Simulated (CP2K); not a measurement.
Runs of CP2K 2026.2 on PbF2 (Fluorocronite). The structure is cubic, space group Fm-3m (No. 225). The conventional cell has a = 5.927 Å, b = 5.927 Å, c = 5.927 Å, α = 90.00°, β = 90.00°, γ = 90.00°. Pb (site symmetry m-3m) is surrounded by 8 F at 2.57 Å. F (site symmetry -43m) has 4 Pb at 2.57 Å as nearest neighbours. 

| task | level | potentials or basis | smearing | EPS_DEFAULT | NGRIDS | points a segment of the path (NPOINTS) | bands added on the path | CUTOFF of the grids | gap on the mesh (eV) | pressure (GPa) |
| --- | --- | --- | --- | --- | --- | --- | --- | --- | --- | --- |
| band structure | SCAN | POTENTIAL_UZH Pb GTH-SCAN-q4, F GTH-SCAN-q7; TZVP-MOLOPT-SCAN-GTH basis | fermi-dirac 0.05 eV | 1.0E-9 | 4 | 10 | 4 | 1100 Ry | 4.65 | -0.7 |
| band structure | TASK | POTENTIAL_UZH Pb GTH-SCAN-q4, F GTH-SCAN-q7; TZVP-MOLOPT-SCAN-GTH basis | fermi-dirac 0.01 eV | 1.0E-10 | 5 | 6 | 6 | 1100 Ry | 5.50 | (b) |
| band structure | TB-mBJ | POTENTIAL_UZH Pb GTH-PBE-q4, F GTH-PBE-q7; TZVP-MOLOPT-PBE-GTH basis | fermi-dirac 0.05 eV | 1.0E-9 | 4 | 10 | 2 | 1100 Ry | (a) | - |
| band structure | r2SCAN | POTENTIAL_UZH Pb GTH-SCAN-q4, F GTH-SCAN-q7; TZVP-MOLOPT-SCAN-GTH basis | fermi-dirac 0.0259 eV | 1.0E-9 | 5 | 10 | 4 | 1100 Ry | 4.68 | -0.3 |

Alike in all rows: no spin polarisation; cell as given; k mesh 8 × 8 × 8.

**Question.** Fill in the values left out.

**Answer.** (a) 4.84; (b) 6.8.

Caveats: spin-orbit coupling is left out, which as a rule narrows the gap of such compounds by several tenths of an eV; the basis of atomic orbitals isn't converged, which shifts pressures, moduli and gaps; the potentials were made for another functional, which shifts forces and pressure (some runs); this is a model potential without an energy functional, so only levels have meaning (some runs).

A k mesh can miss the band edges, and the runs leave out spin-orbit coupling on Pb.
